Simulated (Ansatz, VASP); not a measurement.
# Mg2Ge2N: VASP beside Ansatz

The input INCAR:

```
SYSTEM = Mg2Ge2N
  ALGO = Normal
  EDIFF = 1E-7
  EDIFFG = -0.04
  ENCUT = 600
  GGA = PE
  IBRION = 2
  ISIF = 3
  ISMEAR = 0
  LASPH = .TRUE.
  LCHARG = .FALSE.
  LREAL = .FALSE.
  LWAVE = .FALSE.
  NELM = 80
  NSW = 90
  PREC = Accurate
  SIGMA = 0.1
```

Contents of KPOINTS:

```
k-points
0
G
  6 6 2
  0 0 0
```

The input POSCAR:

```
Mg2Ge2N
1.0
    3.1563538500      0.0000000000      0.0000000000
   -1.5781769200      2.7334826200      0.0000000000
    0.0000000000      0.0000000000      8.4735918400
Mg Ge N
2 2 1
Direct
    0.6666666700      0.3333333300      0.8658250600
    0.3333333300      0.6666666700      0.1341749400
    0.3333333300      0.6666666700      0.6841193400
    0.6666666700      0.3333333300      0.3158806600
    0.0000000000      0.0000000000      0.0000000000
```

Input for Ansatz:

```yaml
crystal:
  lattice:
    - [3.15635385, 0.0, 0.0]
    - [-1.57817692, 2.73348262, 0.0]
    - [0.0, 0.0, 8.47359184]
  atoms:
    - { symbol: Mg, position: [0.66666667, 0.33333333, 0.86582506] }
    - { symbol: Mg, position: [0.33333333, 0.66666667, 0.13417494] }
    - { symbol: Ge, position: [0.33333333, 0.66666667, 0.68411934] }
    - { symbol: Ge, position: [0.66666667, 0.33333333, 0.31588066] }
    - { symbol: "N", position: [0.0, 0.0, 0.0] }
basis:
  ecutwfc: 420
kpoints:
  mp_grid: { grid: [6, 6, 2] }
hamiltonian:
  xc: pbe
scf:
  occupations: { method: gaussian, width: 0.1 }
  lower_state_search: "off"
output:
  forces: true
  stress: true
  eigenvalues: true
relax:
  adjacent_minimum: "off"
  f_tol: 0.04
  max_steps: 70
  cell: { stress_tol: 0.4 }
```

Change from the starting cell: species swapped into the Ta2CS2 type (P-3m1, No. 164).

Alike in both runs: task relaxation of cell and atoms; functional PBE; k mesh 6 × 6 × 2; occupations gaussian, width 0.1 eV; no spin polarisation.

|  | VASP | Ansatz |
| --- | --- | --- |
| version | VASP 6.6.1 | Ansatz 0.2.0 |
| potentials or method | VASP PAW PBE potentials, release 64 (Mg, Ge_d, N) | scalar-relativistic, plane waves, PAW |
| plane-wave cutoff (eV) | 600 | 420 |
| valence electrons in the cell | 37 | 53 |

```csv
,VASP,Ansatz,Ansatz less VASP
"gap on the k mesh at the Fermi level, each at its own relaxed structure (eV)",none,none,-
relaxed volume (Å³/atom),16.25,16.34,+0.091
relaxed cell length with the largest relative difference (Å),3.264,3.279,+0.0152
energy change over the relaxation (meV/atom),-834,-836,-2.3
```

A gap of «none» marks a metal or a gap that the smearing closes. The two sets of potentials don't hold the same shells in valence.

Caveats: the k mesh is coarse (spacing up to 0.38 Å⁻¹), so the values aren't converged.
